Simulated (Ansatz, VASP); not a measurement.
**LiCl in two plane-wave programs**

Aim: how closely do two programs agree when they are given the same cell, functional and k mesh?

Calculated with Ansatz 0.2.0; plane waves, with VASP 6.6.1 beside it; single point at PBE.

The database entry behind the starting cell differs from later determinations by our own check (0.1 to 0.3 % short, probably kX units), so it need not match the best structure at ambient conditions.

## Step 1: The starting structure

The structure is cubic, space group Fm-3m (No. 225). The conventional cell has a = 5.130 Å, b = 5.130 Å, c = 5.130 Å, α = 90.00°, β = 90.00°, γ = 90.00°. Nearest to Cl lie 6 Li at 2.56 Å. Li has 6 Cl at 2.56 Å nearest. Farther neighbours and most contacts between anions are not listed.

As a file:

```cif
data_structure
_symmetry_space_group_name_H-M 'Fm-3m'
_symmetry_Int_Tables_number 225
_cell_length_a 5.1295
_cell_length_b 5.1295
_cell_length_c 5.1295
_cell_angle_alpha 90.000
_cell_angle_beta 90.000
_cell_angle_gamma 90.000
_cell_volume 134.97
loop_
_atom_site_label
_atom_site_type_symbol
_atom_site_symmetry_multiplicity
_atom_site_Wyckoff_symbol
_atom_site_fract_x
_atom_site_fract_y
_atom_site_fract_z
_atom_site_occupancy
Cl1 Cl 4 b 0.50000 0.00000 0.00000 1
Li1 Li 4 a 0.00000 0.00000 0.00000 1
```

## Step 2: Ansatz: single point, PBE

Ansatz runs on its default PAW (the set named soft_2) files.

A single point gives forces, pressure and levels at one fixed geometry, so differences don't come from the geometry; what else differs is listed under the comparison.

File input.yaml:

```yaml
crystal:
  lattice:
    - [0.0, 2.56477, 2.56477]
    - [2.56477, 0.0, 2.56477]
    - [2.56477, 2.56477, 0.0]
  atoms:
    - { symbol: Cl, position: [0.5, 0.5, 0.5] }
    - { symbol: Li, position: [0.0, 0.0, 0.0] }
hamiltonian:
  xc: pbe
  pseudopotentials: { kind: paw }
kpoints:
  mp_grid: { grid: [6, 6, 6] }
scf:
  occupations: { method: gaussian, width: 0.01 }
  n_extra_bands: 4
output:
  forces: true
  stress: true
  eigenvalues: true
```

Started as:

```console
> ansatz run input.yaml --threads 2 --pin off --max-ram 4608MiB --backend cpu --events-out ev --progress --plain --runs-dir out
```

Numbers of over 12 decimals in the logs are rounded to 6 here.

What it wrote:

```text
scf.n_extra_bands = 4 over 5 filled bands (N_el = 10.0): the run solves 9 bands
Engine: ansatz 0.2.0, aarch64-unknown-linux-gnu
Pseudopotentials: kind: paw
Pseudopotential: Cl, paw, valence charge 7, recommended cutoff 420 eV (normal), Cl.paw.azcp
Pseudopotential: Li, paw, valence charge 3, recommended cutoff 420 eV (normal), Li.paw.azcp
Functional definition: PBE
  parameter kappa = 0.804
  parameter beta = 0.066725
  exchange = pbe_x(kappa = kappa, mu = beta*pi^2/3)
  correlation = pbe_c(beta = beta)
Crystal: 2 atoms, lattice volume = 33.742 Å³
Basis set: ecut = 420 eV, 645 PW (Γ), exchange–correlation on 50×50×50 points (8 copies of the dense FFT grid, shifted against one another)
Bands: 9, of which v1, the nominal top of the filled ones, is band 5 counted from 1 (4 counted from 0)
Symmetry: 48 space group operations
Space group: Fm-3m (ITA 225), of the structure as read, at distance tolerance 3.2e-5 Å
k-points: 16 of 216
Non-local potential: Cl, projectors of the file, l = 0: 2, l = 1: 2, l = 2: 2
Non-local potential: Li, projectors of the file, l = 0: 3, l = 1: 2, l = 2: 1
PAW form: soft (Blöchl's): semilocal exchange-correlation on the pseudo side does not see the compensation charge
PAW one-centre angular grid: Cl, 110 points (default); XC on 64 Gauss nodes
PAW one-centre angular grid: Li, 110 points (default); XC on 64 Gauss nodes
Initial density: superposition of atomic densities (neutral atoms: chi_scale 0, normalization atom), corrected by the library's trained network
Initial wavefunctions: pseudopotential atomic-orbital guess
Functional: x = pbe(κ = 0.804, μ = 0.219515), c = pbe(β = 0.066725)
SCF iter   1: F=—  HF=-1287.833366 eV  |F-HF|=—  |Δ(HF+E_count)|=         —  Δρ=2.13e-4  dr2=1.39e-5  ethr=1.77e-3  ⟨swp⟩=7.2  Hψ=1028  notcnv=0
preconditioner: auto → none  [insulator: Δε(μ)=6.333 eV  Ē_g=14.121 eV  σ=0.010 eV  W_gap=1.00  n_scr=8 (ndim 8)  ℏωp=18.1 eV  f_vac=0.000  D(μ)=0.00/eV (n_scr^D=0)  ε∞_Penn≈2.6]
SCF iter   2: F=—  HF=-1287.833266 eV  |F-HF|=—  |Δ(HF+E_count)|=   1.00e-4  Δρ=1.16e-4  dr2=4.67e-6  ethr=1.39e-7  ⟨swp⟩=2.7  Hψ=439  notcnv=0
SCF iter   3: F=—  HF=-1287.833251 eV  |F-HF|=—  |Δ(HF+E_count)|=   1.44e-5  Δρ=7.20e-5  dr2=2.10e-6  ethr=4.67e-8  ⟨swp⟩=2.0  Hψ=208  notcnv=0
iter 4 did not close the SCF: its close was put off for the readings that it lacked (scf_convergence_deferred on its scf_iter line)
SCF iter   4: F=-1287.833250 eV  HF=-1287.833251 eV  |F-HF|=4.18e-8  |Δ(HF+E_count)|=   7.55e-7  Δρ=1.71e-5  dr2=8.63e-8  ethr=2.10e-8  ⟨swp⟩=2.4  Hψ=197  notcnv=0
iter 5 did not close the SCF: its close was put off for the readings that it lacked (scf_convergence_deferred on its scf_iter line)
SCF iter   5: F=-1287.833251 eV  HF=-1287.833251 eV  |F-HF|=1.64e-9  |Δ(HF+E_count)|=   4.47e-9  Δρ=2.09e-6  dr2=2.60e-9  ethr=8.63e-10  ⟨swp⟩=2.0  Hψ=200  notcnv=0
SCF iter   6: F=-1287.833251 eV  HF=-1287.833251 eV  |F-HF|=6.09e-11  |Δ(HF+E_count)|=  7.66e-10  Δρ=4.59e-7  dr2=9.12e-11  ethr=2.60e-11  ⟨swp⟩=1.7  Hψ=411  notcnv=0
SCF 1 converged in 6 iterations: F = -1287.833251 eV  dr2 = 9.12e-11
  greatest PAW one-centre occupation: 1.000 electrons in one spin orbital (limit 2), on the Li atom at site 1 (counted from 0), in its partial waves of l = 0
SCF converged after 6 iterations
Free energy (F): -1287.833251 eV
Harris-Foulkes:  -1287.833251 eV  (|F-HF|=6.09e-11)
Internal energy: -1287.833251 eV  (E = F + TS)
E sigma→0 (E₀):  -1287.833251 eV
Fermi energy:    4.869062 eV
--- Per-component energies (eV) ---
  E_band       = -103.239234
  E_kinetic    = 183.765193
  E_local      = -324.950016  (includes V_loc(G=0)·N_el)
  E_nonlocal   = -4.737646
  E_hartree    = 94.682733
  E_xc         = -118.676339
  E_vxc        = -136.936409  (∫ρ·V_xc dr)
  E_paw        = -680.428057  (= ΣΔE_a)
  E_vpaw       = -9.746022  (= ΣTr[D̂ρ^β])
  E_aug_tail   = 0.000088  (compensation charges beyond the density's cutoff)
  E_ewald      = -437.489205
  E_smearing   = -0.000000  (= −TS)
  E_closure    = 0.000000  (closes the sum)
  Σ components = -1287.833251   (vs F -1287.833251, Δ=0.00e0)
--- Forces (eV/Å), atoms counted from 1 ---
  atom   1  Cl     0.00000000    -0.00000000    -0.00000000
  atom   2  Li    -0.00000000     0.00000000     0.00000000
  max |Σ_I F_I| component: 3.20e-30 eV/Å
--- Stress (GPa, compression-positive) ---
        0.400958       0.000000      -0.000000
       -0.000000       0.400958      -0.000000
        0.000000      -0.000000       0.400958
  P = ⅓ Tr σ = 0.4010 GPa (4.010 kbar)
--- Band table (eV; the first three rows and the last of 16) ---
  k-point 0: bands = ["-41.7999", "-11.6922", "1.7050", "1.7050", "1.7050", "8.0331", "13.4959", "13.4959", "13.4959"]
  k-point 1: bands = ["-41.7992", "-11.5619", "0.8450", "1.6358", "1.6358", "8.7216", "12.5378", "13.1064", "13.1064"]
  k-point 2: bands = ["-41.7979", "-11.2785", "-0.5170", "1.5082", "1.5082", "8.7541", "11.6738", "11.6738", "13.3874"]
  k-point 15: bands = ["-41.7963", "-10.8852", "-0.8210", "0.0538", "0.6349", "10.3833", "11.0538", "12.9871", "13.0996"]
```

Elapsed: 0.29 s, on 2 threads of Arm Neoverse V2, shared host; peak memory 0.23 GiB.

In the SCF lines HF is the Harris–Foulkes energy and dr2 the Hartree energy of the density residual, in eV; the loop may stop once dr2 is under the threshold and the program's other checks hold. Hψ counts applications of the Hamiltonian.

The run ends at a pressure of 0.40 GPa.

## Step 3: VASP: single point, PBE

The same cell, functional, mesh and smearing now go to VASP, with its own data sets and cutoff.

Lines of VASP's logs that name or quote its potential files are left out, and so is its time.

File INCAR:

```
SYSTEM = LiCl
PREC = Accurate
ENCUT = 650
EDIFF = 1E-07
NELM = 100
ISMEAR = 0
SIGMA = 0.01
LREAL = .FALSE.
ALGO = Normal
GGA = PE
NBANDS = 11
LORBIT = 11
LWAVE = .FALSE.
LCHARG = .FALSE.
KPAR = 4
```

File POSCAR:

```
LiCl
1.0
    0.0000000000      2.5647700000      2.5647700000
    2.5647700000      0.0000000000      2.5647700000
    2.5647700000      2.5647700000      0.0000000000
Cl Li
1 1
Direct
    0.5000000000      0.5000000000      0.5000000000
    0.0000000000      0.0000000000      0.0000000000
```

File KPOINTS:

```
Automatic mesh
0
Gamma
6 6 6
0 0 0
```

PAW data sets: Cl and Li_sv (PBE family, release 64).

Started as:

```console
> mpirun -np 4 vasp_std
```

What it wrote:

```text
[banner, memory and clock lines left out]
running    4 mpi-ranks, on    1 nodes
 distrk:  each k-point on    1 cores,    4 groups
 distr:  one band on    1 cores,    1 groups

 POSCAR found type information on POSCAR ClLi
 POSCAR found :  2 types and       2 ions
 LDA part: xc-table for (Slater+PW92), standard interpolation
 POSCAR, INCAR and KPOINTS ok, starting setup
 FFT: planning ... GRIDC
 FFT: planning ... GRID_SOFT
 FFT: planning ... GRID
 WAVECAR not read
 entering main loop
       N       E                     dE             d eps       ncg     rms          rms(c)
DAV:   1     0.476237281746E+02    0.47624E+02   -0.46829E+03   352   0.985E+02
DAV:   2    -0.451536553514E+01   -0.52139E+02   -0.50443E+02   440   0.167E+02
DAV:   3    -0.738987822590E+01   -0.28745E+01   -0.28659E+01   489   0.403E+01
DAV:   4    -0.744854677002E+01   -0.58669E-01   -0.58649E-01   476   0.572E+00
DAV:   5    -0.744934804509E+01   -0.80128E-03   -0.80126E-03   480   0.674E-01    0.239E+00
DAV:   6    -0.737938195521E+01    0.69966E-01   -0.15732E-01   445   0.197E+00    0.170E+00
DAV:   7    -0.738055913188E+01   -0.11772E-02   -0.50045E-02   537   0.128E+00    0.921E-01
DAV:   8    -0.738464005601E+01   -0.40809E-02   -0.64678E-03   412   0.628E-01    0.146E-01
DAV:   9    -0.738461243726E+01    0.27619E-04   -0.17860E-04   457   0.102E-01    0.508E-02
DAV:  10    -0.738467556596E+01   -0.63129E-04   -0.10660E-04   402   0.760E-02    0.387E-02
DAV:  11    -0.738467652288E+01   -0.95692E-06   -0.76971E-06   497   0.192E-02    0.175E-03
DAV:  12    -0.738467695268E+01   -0.42980E-06   -0.43378E-07   432   0.496E-03    0.449E-03
DAV:  13    -0.738467682335E+01    0.12934E-06   -0.11236E-07   328   0.233E-03    0.391E-04
DAV:  14    -0.738467683436E+01   -0.11017E-07   -0.60914E-09   242   0.682E-04
   1 F= -.73846768E+01 E0= -.73846768E+01  d E =-.545732E-50
```

OUTCAR, selected parts (step 3):

```text
ion  position               nearest neighbor table
   1  0.500  0.500  0.500-   2 2.56   2 2.56   2 2.56   2 2.56   2 2.56   2 2.56
   2  0.000  0.000  0.000-   1 2.56   1 2.56   1 2.56   1 2.56   1 2.56   1 2.56

  LATTYP: Found a face centered cubic cell.
 ALAT       =     5.1295400000

 Subroutine GETGRP returns: Found 48 space group operations
 (whereof 48 operations were pure point group operations)

The static configuration has the point symmetry O_h .

 Found     16 irreducible k-points:

   k-points           NKPTS =     16   k-points in BZ     NKDIM =     16   number of bands    NBANDS=     11

   dimension x,y,z NGX =    30 NGY =   30 NGZ =   30
   dimension x,y,z NGXF=    60 NGYF=   60 NGZF=   60

   ENCUT  =  650.0 eV  47.77 Ry    6.91 a.u.   7.54  7.54  7.54*2*pi/ulx,y,z

   NELECT =      10.0000    total number of electrons

 k-points in reciprocal lattice and weights: Automatic mesh
   0.00000000  0.00000000  0.00000000       0.005
   0.16666667  0.00000000  0.00000000       0.037
   0.33333333  0.00000000  0.00000000       0.037
   0.50000000  0.00000000  0.00000000       0.019
   0.16666667  0.16666667  0.00000000       0.028
   0.33333333  0.16666667  0.00000000       0.111
   0.50000000  0.16666667  0.00000000       0.111
  -0.33333333  0.16666667  0.00000000       0.111
  -0.16666667  0.16666667  0.00000000       0.056
[...]
-0.33333333  0.33333333  0.16666667       0.111
  -0.33333333  0.50000000  0.16666667       0.056

 average (electrostatic) potential at core
       1 -92.6060       2 -62.0190

 E-fermi :   0.6822

 k-point     1 :       0.0000    0.0000    0.0000
  band No.  band energies     occupation
      1     -42.9391      2.00000
      2     -12.8171      2.00000
      3       0.5791      2.00000
      4       0.5791      2.00000
      5       0.5791      2.00000
      6       6.9182      0.00000
      7      12.5178      0.00000
      8      12.5178      0.00000
      9      12.5178      0.00000
     10      15.1085      0.00000
    ...

 k-point     2 :       0.1667    0.0000    0.0000
  band No.  band energies     occupation
      1     -42.9386      2.00000
      2     -12.6868      2.00000
      3      -0.2797      2.00000
      4       0.5099      2.00000
      5       0.5099      2.00000
      6       7.6046      0.00000
      7      11.4939      0.00000
      8      12.0834      0.00000
      9      12.0834      0.00000
     10      13.7736      0.00000
    ...

 k-point     3 :       0.3333    0.0000    0.0000
  band No.  band energies     occupation
      1     -42.9372      2.00000
      2     -12.4032      2.00000
      3      -1.6409      2.00000
      4       0.3823      2.00000
      5       0.3823      2.00000
      6       7.6436      0.00000
      7      10.6214      0.00000
      8      10.6214      0.00000
      9      12.2981      0.00000
     10      15.6627      0.00000
    ...

  Total        0.0600560      0.0600560      0.0600560      0.0000000      0.0000000     -0.0000000
  in kB        2.8516211      2.8516211      2.8516211      0.0000000      0.0000000     -0.0000000
  external PRESSURE =       2.8516211 kB  Pullay stress =       0.0000000 kB

  energy-cutoff  :      650.00
  volume of cell :       33.74
      direct lattice vectors                 reciprocal lattice vectors
     0.000000000  2.564770000  2.564770000    -0.194949255  0.194949255  0.194949255
     2.564770000  0.000000000  2.564770000     0.194949255 -0.194949255  0.194949255
     2.564770000  2.564770000  0.000000000     0.194949255  0.194949255 -0.194949255

 POSITION                                       TOTAL-FORCE (eV/Angst)
 -----------------------------------------------------------------------------------
      2.56477      2.56477      2.56477         0.000000      0.000000     -0.000000
      0.00000      0.00000      0.00000         0.000000     -0.000000      0.000000
 -----------------------------------------------------------------------------------
    total drift:                               -0.000000     -0.000000      0.000000

  FREE ENERGIE OF THE ION-ELECTRON SYSTEM (eV)
  ---------------------------------------------------
  free  energy   TOTEN  =        -7.3846768344 eV

  energy  without entropy=       -7.3846768344  energy(sigma->0) =       -7.38467683

 total charge
# of ion       s       p       d       tot
------------------------------------------
    1        1.589   3.592   0.000   5.181
    2        2.006   0.034   0.000   2.040
--------------------------------------------------
tot          3.596   3.626   0.000   7.221

[... 3 further parts left out ...]
```

The run ends at a pressure of 0.29 GPa.

## Step 4: Differences

Known differences besides the potentials themselves: the cutoff is 420 eV in Ansatz and 650 eV in VASP; VASP leaves aspherical gradient terms in its spheres out (LASPH is not set), Ansatz keeps them. Total energies have different zeros and are not compared.

Both answers:

```
              quantity  Ansatz   VASP  difference
        pressure (GPa)    0.40   0.29       +0.12
gap on the k mesh (eV)   6.328  6.339      -0.011
```

A gap on the mesh is an upper bound, since the band edges may lie between its points.

## Step 5: Outcome

| Item | Value |
| --- | --- |
| difference in gap on the k mesh (single point, PBE) | -0.011 eV |

The difference in gap on the k mesh is -0.011 eV (single point, PBE), within the 0.08 eV picked in this series as the mark of a large difference. Such differences can come from data sets, numerical settings and the points named under the comparisons, not from the functional's error against experiment.

[Lines on the potential files, build, host, timing and source positions are cut from VASP's logs without a mark.]

[Logs are printed without paths, hosts, clocks, repeated set-up lines and the standing remarks that a program may print on its own settings, such as how far it seeks lower states.]

[Hosts, paths, dates, database ids (printed as entryN), source tags and the programs' standing remarks are cut or masked in the printed files.]
